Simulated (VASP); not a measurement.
Here is a VASP 6.6.1 calculation.

The input INCAR:

```
PREC     = Accurate       # precision mode
ENCUT    = 600            # plane-wave cutoff, eV
EDIFF    = 1E-6           # SCF threshold, eV
ISMEAR   = 0              # smearing method
SIGMA    = 0.03           # smearing width, eV
LREAL    = F              # projectors in reciprocal space
LASPH    = T              # aspherical terms in the spheres
NELM     = 80             # most SCF steps
ALGO     = Normal         # electronic algorithm
ISIF     = 3              # what is computed and relaxed
LWAVE    = F              # write WAVECAR
LCHARG   = F              # write CHGCAR
GGA      = PS             # functional
IBRION   = 2              # ionic algorithm
NSW      = 90             # ionic steps
EDIFFG   = -0.01          # ionic threshold
PSTRESS  = 320.0
```

KPOINTS

```
regular mesh
0
Gamma
  8 8 8
```

POSCAR

```
NaCl
1.0
    3.5021900000      0.0000000000      0.0000000000
    0.0000000000      3.5021900000      0.0000000000
    0.0000000000      0.0000000000      3.5021900000
Na Cl
1 1
Direct
    0.0000000000      0.0000000000      0.0000000000
    0.5000000000      0.5000000000      0.5000000000
```

Potentials or basis: VASP PAW PBE potentials, release 64 (Na_pv, Cl).

The run is started by

```bash
$ cat potpaw_PBE.64/Na_pv/POTCAR potpaw_PBE.64/Cl/POTCAR > POTCAR
$ mpirun -np 1 vasp_std > vasp.out
```

Q: Predict the space group after relaxing (to 0.05 Å).

A: Pm-3m (No. 221).

Q: What does it give for the relaxed volume?

A: 13.50 Å³/atom.

Q: Predict the band gap on the k mesh.

A: 4.71 eV, direct.

Final structure:
```
CELL_PARAMETERS angstrom
3.00024 0.00000 0.00000
0.00000 3.00024 0.00000
0.00000 0.00000 3.00024
ATOMIC_POSITIONS crystal
Na 0.00000 0.00000 0.00000
Cl 0.50000 0.50000 0.50000
```

Caveat: the cell is relaxed towards a set pressure, so the enthalpy falls and the energy may rise; the volume moved by over 15 % at a fixed basis, so the end points are rough; the PAW data sets were made with another functional, which shifts forces and pressure a little. A k mesh can miss the band edges.
